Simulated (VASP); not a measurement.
# Cu (Fm-3m) in VASP: notebook

One crystal, Cu, is run at these levels: PBE; tasks: single point.

Everything below comes from runs of VASP 6.6.1. Logs are shortened: lines on timing, memory, paths and dates and some standing lists are left out, and cuts for length are marked.

### 1 The crystal as given

The structure is cubic, space group Fm-3m (No. 225). The conventional cell has a = 3.615 Å, b = 3.615 Å, c = 3.615 Å, α = 90.00°, β = 90.00°, γ = 90.00°. Cu (site symmetry m-3m) is surrounded by 12 Cu at 2.56 Å.

### 2 Single point, PBE

Contents of INCAR:

```
SYSTEM = Cu
  PREC = Accurate
  ENCUT = 280
  EDIFF = 1E-7
  ISMEAR = 1
  SIGMA = 0.1
  LREAL = .False.
  LASPH = .True.
  NELM = 100
  ALGO = Normal
  ISIF = 2
  LWAVE = .False.
  LCHARG = .False.
  GGA = PE
  NBANDS = 12
  ADDGRID = .False.
```

Contents of KPOINTS:

```
regular mesh
0
Gamma
  16 16 16
  0 0 0
```

Contents of POSCAR:

```
Cu
1.0
   -0.0335610000      1.7894160000      1.7776830000
    1.7981850000     -0.0227470000      1.7668690000
    1.8176490000      1.7980650000     -0.0422110000
Cu
1
Direct
    0.0167750000     -0.0332640000      0.0016970000
```

Potentials or basis: VASP PAW PBE potentials, release 64 (Cu).

Command:

```
> cat potpaw_PBE.64/Cu/POTCAR > POTCAR
> mpirun -np 1 vasp_std > vasp.out
```

OUTCAR:

```text
SYSTEM = Cu
   PREC = Accurate
   ENCUT = 280
   EDIFF = 1E-7
   ISMEAR = 1
   LREAL = .False.
   LASPH = .True.
   NELM = 100
   ISIF = 2
   GGA = PE

 Found   2052 irreducible k-points:

 Following reciprocal coordinates:
            Coordinates               Weight
  0.000000  0.000000  0.000000      1.000000
  0.062500 -0.000000 -0.000000      2.000000
  0.125000 -0.000000 -0.000000      2.000000
  0.187500 -0.000000 -0.000000      2.000000
  0.250000 -0.000000 -0.000000      2.000000
  0.312500 -0.000000 -0.000000      2.000000
   k-points           NKPTS =   2052   k-points in BZ     NKDIM =   2052   number of bands    NBANDS=     12
   number of dos      NEDOS =    301   number of ions     NIONS =      1
   total plane-waves  NPLWV =   2744
   dimension x,y,z NGX =    14 NGY =   14 NGZ =   14
   dimension x,y,z NGXF=    28 NGYF=   28 NGZF=   28
   ions per type =               1
   NGX,Y,Z   is equivalent  to a cutoff of   9.23,  9.23,  9.10 a.u.
   NGXF,Y,Z  is equivalent  to a cutoff of  18.45, 18.46, 18.20 a.u.
 SYSTEM =  Cu
   PREC   = accura    normal or accurate (medium, high low for compatibility)
   ISTART =      0    job   : 0-new  1-cont  2-samecut
   ICHARG =      2    charge: 1-file 2-atom 10-const
   ISPIN  =      1    spin polarized calculation?
   LNONCOLLINEAR =      F non collinear calculations
   LSORBIT =      F    spin-orbit coupling
   LASPH  =      T    aspherical Exc in radial PAW
   ENCUT  =  280.0 eV  20.58 Ry    4.54 a.u.   3.44  3.44  3.49*2*pi/ulx,y,z
   NELM   =    100;   NELMIN=  2; NELMDL= -5     # of ELM steps
   EDIFF  = 0.1E-06   stopping-criterion for ELM
   LREAL  =      F    real-space projection
   EDIFFG = 0.1E-05   stopping-criterion for IOM
   NSW    =      0    number of steps for IOM
   IBRION =     -1    ionic relax: 0-MD 1-quasi-New 2-CG
   NFREE  =      0    steps in history (QN), initial steepest desc. (CG)
   ISIF   =      2    stress and relaxation
   ISYM   =      2    0-nonsym 1-usesym 2-fastsym
   POTIM  = 0.5000    time-step for ionic-motion
   TEBEG  =    0.0;   TEEND  =   0.0 temperature during run
   PSTRESS=    0.0 pullay stress
   NELECT =      11.0000    total number of electrons
   NUPDOWN=      -1.0000    fix difference up-down
   EMIN   =  10.00;   EMAX   =-10.00  energy-range for DOS
   EFERMI =   0.00;   METHOD = LEGACY
   ISMEAR =     1;   SIGMA  =   0.10  broadening in eV -4-tet -1-fermi 0-gaus
   EFERMI_NEDOS =   21; number of points for ismear=-14 and -15
   IALGO  =     38    algorithm
   IMIX   =      4    mixing-type and parameters
     AMIX     =   0.40;   BMIX     =  1.00
     AMIX_MAG =   1.60;   BMIX_MAG =  1.00
  volume/ion in A,a.u.               =      11.81        79.70
  Fermi-wavevector in a.u.,A,eV,Ry     =   1.598763  3.021224 34.777082  2.556043
  Thomas-Fermi vector in A             =   2.696162
   LORBIT       =      0    0 simple, 1 ext, 2 COOP (PROOUT), +10 PAW based schemes
   GGA     = PE    functional components
   LHFCALC =     F    Hartree Fock is set to
   AEXX    =    0.0000 exact exchange contribution
   IVDW    =     0    specifies the selected vdW correction
   LEPSILON=     F    determine dielectric tensor
   LRPA    =     F    only Hartree local field effects (RPA)
 non-spin polarized calculation
 Methfessel and Paxton  Order N= 1 SIGMA  =   0.10
  energy-cutoff  :      280.00
  volume of cell :       11.81
 maximum number of plane-waves:       135
 NGX is ok and might be reduce to    14
   NGX =  7   NGY =  7   NGZ =  7

 number of electron      11.0000018 magnetization

 Free energy of the ion-electron system (eV)
  ---------------------------------------------------
  ext. energy  EPLUGINS =         0.00000000
  ---------------------------------------------------
  free energy    TOTEN  =        -3.69957246 eV

  energy without entropy =       -3.69957599  energy(sigma->0) =       -3.69957364

 E-fermi :   7.5490     XC(G=0): -12.7186

 val. band max:        7.5446164694   @ k =   0.1250   0.3125   0.5000
 cond. band min:       7.5526042963   @ k =   0.1875  -0.1250   0.3750
 fundamental gap:      0.0079878269
 Fermi energy:         7.5490127806

 k-point     1 :       0.0000    0.0000    0.0000
  band No.  band energies     occupation
      1      -1.7633      2.00000
      2       4.4585      2.00000
      3       4.5267      2.00000
      4       4.6691      2.00000
      5       5.3441      2.00000
      6       5.4142      2.00000
      7      30.0534      0.00000
      8      32.1057      0.00000
      9      32.7036      0.00000
     10      33.8771      0.00000
     11      34.6782      0.00000
     12      35.1740      0.00000

 k-point     2 :       0.0625   -0.0000   -0.0000
  band No.  band energies     occupation
      1      -1.6229      2.00000
      2       4.4542      2.00000
      3       4.5410      2.00000
      4       4.6838      2.00000
      5       5.3377      2.00000
      6       5.4046      2.00000
      7      29.0573      0.00000
      8      30.9889      0.00000
      9      32.1539      0.00000
     10      33.3106      0.00000
     11      35.3971      0.00000
     12      36.4038      0.00000

 k-point     3 :       0.1250   -0.0000   -0.0000
  band No.  band energies     occupation
      1      -1.2077      2.00000
      2       4.4048      2.00000
      3       4.5879      2.00000
      4       4.7345      2.00000
      5       5.3295      2.00000
      6       5.3871      2.00000
      7      26.0889      0.00000
      8      30.5236      0.00000
      9      31.5383      0.00000
     10      32.4883      0.00000
     11      36.4879      0.00000
     12      37.2691      0.00000

 k-point     4 :       0.1875   -0.0000   -0.0000
  band No.  band energies     occupation
      1      -0.5391      2.00000
      2       4.3192      2.00000
      3       4.6349      2.00000
      4       4.7879      2.00000
      5       5.3582      2.00000
      6       5.3972      2.00000
      7      22.8785      0.00000
      8      30.1623      0.00000
      9      31.0206      0.00000
     10      31.7322      0.00000
     11      36.9421      0.00000
     12      37.3962      0.00000

 k-point     5 :       0.2500   -0.0000   -0.0000
  band No.  band energies     occupation
      1       0.3312      2.00000
      2       4.2782      2.00000
      3       4.6337      2.00000
      4       4.7865      2.00000
      5       5.4586      2.00000
      6       5.4773      2.00000
      7      19.7871      0.00000
      8      29.7701      0.00000
      9      30.5792      0.00000
     10      31.0844      0.00000
     11      35.9674      0.00000
     12      36.3869      0.00000

 k-point     6 :       0.3125   -0.0000   -0.0000
  band No.  band energies     occupation
      1       1.2768      2.00000
      2       4.4078      2.00000
      3       4.5846      2.00000
      4       4.7345      2.00000
      5       5.5943      2.00000
      6       5.6424      2.00000
      7      16.9002      0.00000
      8      29.3967      0.00000
      9      30.2054      0.00000
     10      30.5897      0.00000
     11      34.6218      0.00000
     12      35.0584      0.00000

 [... further k-points ...]

------------------------ aborting loop because EDIFF is reached ----------------------------------------

  FORCE on cell =-STRESS in cart. coord.  units (eV):
  Direction    XX          YY          ZZ          XY          YZ          ZX
  --------------------------------------------------------------------------------------
  -------------------------------------------------------------------------------------
  Total       -0.5731811     -0.5229361     -0.5126369      0.0474539      0.1152992      0.1883209
  in kB      -77.7566547    -70.9405159    -69.5433509      6.4375121     15.6412736     25.5472605
  external PRESSURE =     -72.7468405 kB  Pullay stress =       0.0000000 kB

 VOLUME and BASIS-vectors are now :
 -----------------------------------------------------------------------------
  energy-cutoff  :      280.00
  volume of cell :       11.81
      direct lattice vectors                 reciprocal lattice vectors
    -0.033561000  1.789416000  1.777683000    -0.268914128  0.278352052  0.277263920
     1.798185000 -0.022747000  1.766869000     0.277037260 -0.273469598  0.280504747
     1.817649000  1.798065000 -0.042211000     0.271125354  0.275680674 -0.272381618

 POSITION                                       TOTAL-FORCE (eV/Angst)
 -----------------------------------------------------------------------------------
      1.74089      0.01108      1.73784         0.000000     -0.000000     -0.000000
 -----------------------------------------------------------------------------------
    total drift:                               -0.000232     -0.000071     -0.000087

  FREE ENERGIE OF THE ION-ELECTRON SYSTEM (eV)
  ---------------------------------------------------
  free  energy   TOTEN  =        -3.6995724650 eV

  energy  without entropy=       -3.6995759889  energy(sigma->0) =       -3.69957364
```

It took 55 s on 1 thread of AMD EPYC 9R45 (Zen 5), shared host; peak memory 0.19 GiB.

The run converged, but a check on its numbers failed (symmetry, net force, bounds or a known fault of this set-up), so they aren't taken as properties of the crystal.

Caveat: the cutoff lies under the usual one of these potentials, so the numbers hold a large basis-set error.

### 3 Single point, PBE

Edit INCAR of step 2 so:

```diff
@@ -2,3 +2,3 @@
   PREC = Accurate
-  ENCUT = 280
+  ENCUT = 400
   EDIFF = 1E-7
```

Contents of KPOINTS:

```
regular mesh
0
Gamma
  14 14 14
  0 0 0
```

Contents of POSCAR:

```
Cu
1.0
    0.0000000000      1.8075000000      1.8075000000
    1.8075000000      0.0000000000      1.8075000000
    1.8075000000      1.8075000000      0.0000000000
Cu
1
Direct
    0.0000000000      0.0000000000      0.0000000000
```

Potentials or basis: VASP PAW PBE potentials, release 64 (Cu).

Command:

```
> cat potpaw_PBE.64/Cu/POTCAR > POTCAR
> mpirun -np 1 vasp_std > vasp.out
```

OUTCAR:

```text
SYSTEM = Cu
   PREC = Accurate
   ENCUT = 400
   EDIFF = 1E-7
   ISMEAR = 1
   LREAL = .False.
   LASPH = .True.
   NELM = 100
   ISIF = 2
   GGA = PE

 Found    104 irreducible k-points:

 Following reciprocal coordinates:
            Coordinates               Weight
  0.000000  0.000000  0.000000      1.000000
  0.071429  0.000000  0.000000      8.000000
  0.142857  0.000000  0.000000      8.000000
  0.214286  0.000000  0.000000      8.000000
  0.285714  0.000000  0.000000      8.000000
  0.357143  0.000000  0.000000      8.000000
   k-points           NKPTS =    104   k-points in BZ     NKDIM =    104   number of bands    NBANDS=     12
   number of dos      NEDOS =    301   number of ions     NIONS =      1
   total plane-waves  NPLWV =   5832
   dimension x,y,z NGX =    18 NGY =   18 NGZ =   18
   dimension x,y,z NGXF=    36 NGYF=   36 NGZF=   36
   ions per type =               1
   NGX,Y,Z   is equivalent  to a cutoff of  11.71, 11.71, 11.71 a.u.
   NGXF,Y,Z  is equivalent  to a cutoff of  23.41, 23.41, 23.41 a.u.
 SYSTEM =  Cu
   PREC   = accura    normal or accurate (medium, high low for compatibility)
   ISTART =      0    job   : 0-new  1-cont  2-samecut
   ICHARG =      2    charge: 1-file 2-atom 10-const
   ISPIN  =      1    spin polarized calculation?
   LNONCOLLINEAR =      F non collinear calculations
   LSORBIT =      F    spin-orbit coupling
   LASPH  =      T    aspherical Exc in radial PAW
   ENCUT  =  400.0 eV  29.40 Ry    5.42 a.u.   4.17  4.17  4.17*2*pi/ulx,y,z
   NELM   =    100;   NELMIN=  2; NELMDL= -5     # of ELM steps
   EDIFF  = 0.1E-06   stopping-criterion for ELM
   LREAL  =      F    real-space projection
   EDIFFG = 0.1E-05   stopping-criterion for IOM
   NSW    =      0    number of steps for IOM
   IBRION =     -1    ionic relax: 0-MD 1-quasi-New 2-CG
   NFREE  =      0    steps in history (QN), initial steepest desc. (CG)
   ISIF   =      2    stress and relaxation
   ISYM   =      2    0-nonsym 1-usesym 2-fastsym
   POTIM  = 0.5000    time-step for ionic-motion
   TEBEG  =    0.0;   TEEND  =   0.0 temperature during run
   PSTRESS=    0.0 pullay stress
   NELECT =      11.0000    total number of electrons
   NUPDOWN=      -1.0000    fix difference up-down
   EMIN   =  10.00;   EMAX   =-10.00  energy-range for DOS
   EFERMI =   0.00;   METHOD = LEGACY
   ISMEAR =     1;   SIGMA  =   0.10  broadening in eV -4-tet -1-fermi 0-gaus
   EFERMI_NEDOS =   21; number of points for ismear=-14 and -15
   IALGO  =     38    algorithm
[... 17 lines left out ...]
 maximum number of plane-waves:       228
 NGX is ok and might be reduce to    18
   NGX =  9   NGY =  9   NGZ =  9

 number of electron      11.0000013 magnetization

 Free energy of the ion-electron system (eV)
  ---------------------------------------------------
  ext. energy  EPLUGINS =         0.00000000
  ---------------------------------------------------
  free energy    TOTEN  =        -3.72784877 eV

  energy without entropy =       -3.72792232  energy(sigma->0) =       -3.72787329

 E-fermi :   7.5449     XC(G=0): -12.7260

 val. band max:        7.4611675806   @ k =   0.5000   0.2857   0.1429
 cond. band min:       7.5968671754   @ k =   0.5000   0.2143   0.0714
 fundamental gap:      0.1356995947
 Fermi energy:         7.5448597565

 k-point     1 :       0.0000    0.0000    0.0000
  band No.  band energies     occupation
      1      -1.7674      2.00000
      2       4.5647      2.00000
      3       4.5647      2.00000
      4       4.5647      2.00000
      5       5.3868      2.00000
      6       5.3868      2.00000
      7      30.1811      0.00000
      8      32.8215      0.00000
      9      32.8216      0.00000
     10      32.8216      0.00000
     11      35.3152      0.00000
     12      35.3152      0.00000
[... 61 lines left out ...]
 k-point     6 :       0.3571    0.0000    0.0000
  band No.  band energies     occupation
      1       1.8885      2.00000
      2       4.6177      2.00000
      3       4.6177      2.00000
      4       4.7699      2.00000
      5       5.7469      2.00000
      6       5.7469      2.00000
      7      15.1928      0.00000
      8      29.2122      0.00000
      9      29.8477      0.00000
     10      29.8478      0.00000
     11      33.8769      0.00000
     12      33.8770      0.00000

 [... further k-points ...]

------------------------ aborting loop because EDIFF is reached ----------------------------------------

  FORCE on cell =-STRESS in cart. coord.  units (eV):
  Direction    XX          YY          ZZ          XY          YZ          ZX
  --------------------------------------------------------------------------------------
  -------------------------------------------------------------------------------------
  Total        0.1191513      0.1191513      0.1191513      0.0000000     -0.0000000      0.0000000
  in kB       16.1638386     16.1638386     16.1638386      0.0000000     -0.0000000      0.0000000
  external PRESSURE =      16.1638386 kB  Pullay stress =       0.0000000 kB

 VOLUME and BASIS-vectors are now :
 -----------------------------------------------------------------------------
  energy-cutoff  :      400.00
  volume of cell :       11.81
      direct lattice vectors                 reciprocal lattice vectors
     0.000000000  1.807500000  1.807500000    -0.276625173  0.276625173  0.276625173
     1.807500000  0.000000000  1.807500000     0.276625173 -0.276625173  0.276625173
     1.807500000  1.807500000  0.000000000     0.276625173  0.276625173 -0.276625173

 POSITION                                       TOTAL-FORCE (eV/Angst)
 -----------------------------------------------------------------------------------
      0.00000      0.00000      0.00000         0.000000     -0.000000      0.000000
 -----------------------------------------------------------------------------------
    total drift:                                0.000000     -0.000000      0.000000

  FREE ENERGIE OF THE ION-ELECTRON SYSTEM (eV)
  ---------------------------------------------------
  free  energy   TOTEN  =        -3.7278487711 eV

  energy  without entropy=       -3.7279223219  energy(sigma->0) =       -3.72787329
```

Wall time 6.4 s (1 thread of AMD EPYC 9R45 (Zen 5), shared host); peak memory 0.09 GiB.

The run converged, but some of its settings lie outside the range that counts as converged, so its numbers aren't taken as properties of the crystal.

Results:

```
Free energy            : -3.7278 eV
Pressure               : 1.6 GPa
Band gap on the k mesh : none (metal or under the smearing width)
```

### 4 Single point, PBE

INCAR is that of step 3.

KPOINTS is that of step 3.

Contents of POSCAR:

```
Cu
1.0
   -0.0335610000      1.7894160000      1.7776830000
    1.7981850000     -0.0227470000      1.7668690000
    1.8176490000      1.7980650000     -0.0422110000
Cu
1
Direct
    0.0167750000     -0.0332640000      0.0016970000
```

Command:

```
> cat potpaw_PBE.64/Cu/POTCAR > POTCAR
> mpirun -np 1 vasp_std > vasp.out
```

Wall time 52 s (1 thread of AMD EPYC 9R45 (Zen 5), shared host); peak memory 0.2 GiB.

The run converged, but some of its settings lie outside the range that counts as converged, so its numbers aren't taken as properties of the crystal.

What came out:

| Item | Value |
| --- | --- |
| Free energy | -3.7234 eV |
| Pressure | 1.7 GPa |
| Band gap on the k mesh | none (metal or under the smearing width) |

### 5 For comparison

An earlier run on the cell as given: functional PBE; potentials or basis VASP PAW PBE potentials, release 64 (Cu); cutoff 520 eV; k mesh 13 × 13 × 13; occupations fermi-dirac, width 0.05 eV; no spin polarisation.

- Pressure: 2.2 GPa
- Band gap on the k mesh: none (metal or under the smearing width)
